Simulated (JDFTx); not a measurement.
Fe under changes of volume

One of the cells (12.019 Å³/atom); the others are scaled copies at fixed shape and fractional positions:

```xyz
1
Lattice="-1.4430 1.4430 1.4430 1.4430 -1.4430 1.4430 1.4430 1.4430 -1.4430" Properties=species:S:1:pos:R:3 pbc="T T T"
Fe    0.0000    0.0000    0.0000
```

| Quantity | Value |
| --- | --- |
| Program | JDFTx 1.7.0 (patched build) |
| Functional | PBEsol |
| Potentials or basis | PseudoDojo-SR-PBEsol-0.4.1-standard with smoothed tails |
| Cutoff | 1225 eV |
| Density cutoff | 4898 eV |
| k mesh | 13 × 13 × 13 |
| Occupations | fermi-dirac, width 0.05 eV |
| Spin | collinear spin, ferromagnetic start |
| Starting moments | [3.0] μB |

| volume (Å³/atom) | energy over the lowest point (meV/atom) | pressure (GPa) | moment (μB per cell) |
| --- | --- | --- | --- |
| 11.298 | 0.00 | -8.4 | 2.18 |
| 11.538 | 14.93 | -11.4 | 2.24 |
| 11.778 | 33.50 | -13.7 | 2.31 |
| 12.019 | 55.54 | -15.6 | 2.38 |
| 12.259 | ? | ? | ? |
| 12.499 | 103.92 | -17.2 | 2.57 |
| 12.740 | 130.27 | -18.8 | 2.61 |

Problem. What does the run at 12.259 Å³/atom give?

Solution. Energy over the lowest point 79.60 meV/atom; pressure -16.3 GPa; moment 2.49 μB per cell.

Worked out: A Birch-Murnaghan fit of order 3 (a polynomial in V^(-2/3)) to the other rows has no minimum within the range. It gives 78.97 meV/atom at 12.259 Å³/atom, against the run's 79.60, and -dE/dV = -16.3 GPa, against -16.3. A parabola through the other rows of the moment, of slope 0.323 μB per Å³/atom there, gives 2.47 μB, against the run's 2.49.

Energies are extrapolated to zero smearing.
